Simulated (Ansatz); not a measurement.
What a change of settings does to a run on GaN

The cell is a database entry far from equilibrium at this level of theory, probably a faulty or high-pressure entry; it serves as a test geometry alone. The listed cell was then made from it by scaling, straining or moving an atom.

First run: DFT, PBE, all-electron PAW with datasets made for the crystal, scalar-relativistic (Ansatz 0.2.0).

Command: `ansatz run input.yaml --threads 1 --pin off --max-ram 2048MiB --backend cpu --events-out ev --progress --plain --runs-dir out` The run took 26 s on 1 thread of AMD EPYC 7R43 64-Core Processor (Zen 3), with other jobs on the host, peak memory 0.83 GiB.

```yaml
crystal:
  lattice:
    - [0.0, 1.9925, 1.9925]
    - [1.9925, 0.0, 1.9925]
    - [1.9925, 1.9925, 0.0]
  atoms:
    - { symbol: Ga, position: [0.5075282309, 0.5075282309, 0.4924717691] }
    - { symbol: "N", position: [0.0, 0.0, 0.0] }
kpoints:
  mp_grid: { grid: [13, 13, 13] }
scf:
  occupations: { method: fermi_dirac, width: 0.02 }
hamiltonian:
  xc: pbe
  pseudopotentials: { kind: all_electron, datasets: crystal }
output:
  forces: true
  stress: true
  eigenvalues: true
  efg: { contact_densities: true }
```

Result: converged; pressure 69.3 GPa; largest force 0.283 eV/Å; gap on the k mesh 1.93 eV (the mesh can miss the band edges); 8 SCF iterations.

A second input differs as follows:

```diff
@@ -11,4 +11,5 @@
 scf:
   occupations: { method: fermi_dirac, width: 0.02 }
+  max_iter: 75
 hamiltonian:
   xc: pbe
@@ -19,3 +20,5 @@
   eigenvalues: true
   efg: { contact_densities: true }
+basis:
+  ENCUT: 400
```

What is wrong with it, and what does the program do?

The fault is a keyword of another program. The run refused before any iteration. The log ends:
```
Error: YAML parse error: error: line 23 column 3: unknown field `ENCUT`, expected one of ecutwfc, ecutrho_ratio, smooth_cutoff_half_width, xc_grid, low_memory, fft_grid_basis, precision, gaussian, splines
  --> <input>:23:3
   |
21 |   efg: { contact_densities: true }
22 | basis:
23 |   ENCUT: 400
   |   ^ unknown field `ENCUT`, expected one of ecutwfc, ecutrho_ratio, smooth_cutoff_half_width, xc_grid, low_memory, fft_grid_basis, precision, gaussian, splines
```
